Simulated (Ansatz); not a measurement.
## Property card for Mn$_{3}$Sb

Theory: DFT PBEsol, scalar-relativistic, plane waves, PAW (Ansatz).

Cutoff 420 eV; k points 12×12×12 on the computed 4-atom cell (Γ-centred); Gaussian smearing, width 0.10 eV; collinear spin from starting moments 2.16 2.16 2.16 0 μB.

The structure is relaxed at this level of theory with its symmetry kept. Whether it is the stable form of this composition wasn't checked.

```xyz
4
Lattice="3.7565 0.0000 0.0000 0.0000 3.7565 0.0000 0.0000 0.0000 3.7565" Properties=species:S:1:pos:R:3 pbc="T T T"
Mn    0.0000    1.8783    1.8783
Mn    1.8783    0.0000    1.8783
Mn    1.8783    1.8783    0.0000
Sb    0.0000    0.0000    0.0000
```

Task: Formation energy from the elements' standard states (uncorrected)?

Result: +0.142 eV/atom.

Task: Density of states at the Fermi level?

Result: 1.16 states/eV per cell.

Task: Löwdin character within 0.5 eV of the Fermi level?

Result: Mn 3d 92 %.

Task: Bulk modulus?

Result: 198 GPa.

Task: Its pressure derivative?

Result: 4.7.

Task: Bader charges (e)?

Result: Mn (3 in the cell) 0.10, Sb (1 in the cell) -0.30.

Task: Total moment?

Result: 5.98 μB per cell.

Task: Site moments (μB; atoms counted from 1 over the whole cell)?

Result: Mn (atom 1) 1.96, Mn (atom 2) 1.96, Mn (atom 3) 1.96, Sb (atom 4) -0.06.

Spin-orbit coupling is left out, which matters for the bands of heavy elements.

Only this magnetic start was tried.